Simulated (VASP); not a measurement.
Here is a VASP 6.6.1 calculation.

Contents of INCAR:

```
PREC = Accurate
ENCUT = 520
EDIFF = 1E-7
ISMEAR = 0
SIGMA = 0.02
LREAL = F
LASPH = T
NELM = 80
ALGO = Normal
ISIF = 2
LWAVE = F
LCHARG = F
GGA = CA
ICORELEVEL = 1
```

File KPOINTS:

```
Automatic mesh
0
Gamma
  10 10 6
```

File POSCAR:

```
AlN
1.0
    3.1130000000      0.0000000000      0.0000000000
   -1.5565000000      2.6959370820      0.0000000000
    0.0000000000      0.0000000000      4.9810000000
Al N
2 2
Direct
    0.6666666667      0.3333333333      0.5000000000
    0.3333333333      0.6666666667      0.0000000000
    0.6666666667      0.3333333333      0.8800000000
    0.3333333333      0.6666666667      0.3800000000
```

Potentials or basis: VASP PAW LDA potentials, release 64 (Al, N).

Command:

```console
$ cat potpaw_LDA.64/Al/POTCAR potpaw_LDA.64/N/POTCAR > POTCAR
$ mpirun -np 1 vasp_std > vasp.out
```

(1) Estimate the largest force.

(2) What does it give for the band gap on the k mesh?

(3) Estimate the pressure.

Results:

(1) 0.119 eV/Å.

(2) 4.25 eV, direct.

(3) -4.1 GPa.

**The experiment to reproduce.**

From “Structural and optical properties of self-assembled AlN nanowires grown on SiO2/Si substrates by molecular beam epitaxy”, 2024, arxiv:2402.00216, for a bulk crystal of AlN at 0 K: band gap 6.0343 eV (an exciton energy, a little under the gap).

A measured gap of AlN is 6.0343 eV (an exciton energy, a little under the gap; 0 K; quoted in “Structural and optical properties of self-assembled AlN nanowires grown on SiO2/Si substrates by molecular beam epitaxy”, 2024, arxiv:2402.00216); the calculated 4.25 eV misses it by -1.79 eV. 2 values of this kind are on record (6.034 to 6.0343 eV); this one was drawn at random. The value is that of LDA on a finite k mesh, which can miss the band edges, without temperature or zero-point motion. Semilocal functionals fall short of measured gaps as a rule.
